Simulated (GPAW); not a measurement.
Crystal: Si.

```xyz
2
Lattice="0.0000 2.7219 2.7219 2.7219 0.0000 2.7219 2.7219 2.7219 0.0000" Properties=species:S:1:pos:R:3 pbc="T T T"
Si    0.0000    0.0000    0.0000
Si    1.3609    1.3609    1.3609
```

Base run:

- Program: GPAW 26.7.0
- Functional: PBE
- Potentials or basis: GPAW PAW data sets (gpaw-data 1.2.1)
- Cutoff: 600 eV
- Basis: pw
- k mesh: 8 × 8 × 8
- Occupations: fermi-dirac, width 0.05 eV
- Spin: no spin polarisation

Its results: band gap on the k mesh 0.62 eV, indirect (least direct gap 2.56 eV); pressure 1.6 GPa.

Problem. The run is repeated on the same cell with these changes: functional from PBE to TPSS. What comes out?

Solution. Band gap on the k mesh 0.72 eV, indirect (least direct gap 2.73 eV); pressure 0.9 GPa.

Caveats: the PAW data sets were made with another functional, which shifts forces and pressure a little (some runs).

A k mesh can miss the band edges.

Not every run made on this cell is shown here.
